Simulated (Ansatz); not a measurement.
# Bi: the cost of one run

Method: DFT PBE, scalar-relativistic, in Ansatz 0.2.0.

### Step 1. Starting point

Symmetry: C2/m, No. 12, monoclinic system. Conventional cell: a = 6.673 Å, b = 6.111 Å, c = 3.300 Å, α = 90.00°, β = 110.41°, γ = 90.00°. Bi (site symmetry m) has 6 Bi at 3.15 to 3.31 Å as nearest neighbours.

Coordinates:

```
CELL_PARAMETERS angstrom
3.33628 -3.05540 0.00000
3.33628 3.05540 0.00000
-1.15098 0.00000 3.09291
ATOMIC_POSITIONS crystal
Bi 0.25180 0.25180 0.14900
Bi 0.74820 0.74820 0.85100
```

Atoms are numbered in the order of the input: Bi1, Bi2.

### Step 2. After the deformation

Space group C2/m before, C2/m after.

### Step 3. LAPW, all electrons

Contents of input.yaml:

```yaml
crystal:
  lattice:
    - [3.2695544, -2.994292, 0.0]
    - [3.2695544, 2.994292, 0.0]
    - [-1.1279604, 0.0, 3.09291]
  atoms:
    - { symbol: Bi, position: [0.2518, 0.2518, 0.149] }
    - { symbol: Bi, position: [0.7482, 0.7482, 0.851] }
kpoints:
  mp_grid: { grid: [8, 8, 11] }
  band_path:
    path:
      - [0.0, 0.0, 0.0]
      - [-0.4875643446, 0.4875643446, 0.0]
      - [-0.5124356554, -0.4875643446, 0.0]
      - [-0.5, -0.5, 0.0]
      - [0.0, 0.0, 0.0]
      - [-0.5, -0.5, 0.5]
      - [-0.6741055012, -0.3258944988, 0.5]
      - [-0.3258944988, 0.3258944988, 0.5]
      - [0.0, 0.0, 0.5]
    npoints: 5
scf:
  occupations: { method: fermi_dirac, width: 0.05 }
hamiltonian:
  xc: pbe
  pseudopotentials: { kind: all_electron, lapw: { basis_error: 0.00025 } }
output:
  forces: true
  stress: true
  eigenvalues: true
```

The run is started by

```bash
ansatz run input.yaml --threads 1 --pin off --max-ram 3072MiB --backend cpu --events-out ev --progress --plain --runs-dir out
```

**Question.** How long does this run take on 1 thread of Intel Xeon Platinum 8488C (Sapphire Rapids), shared host, and how much memory does it need?

About 71 s, with a peak of 0.95 GiB.
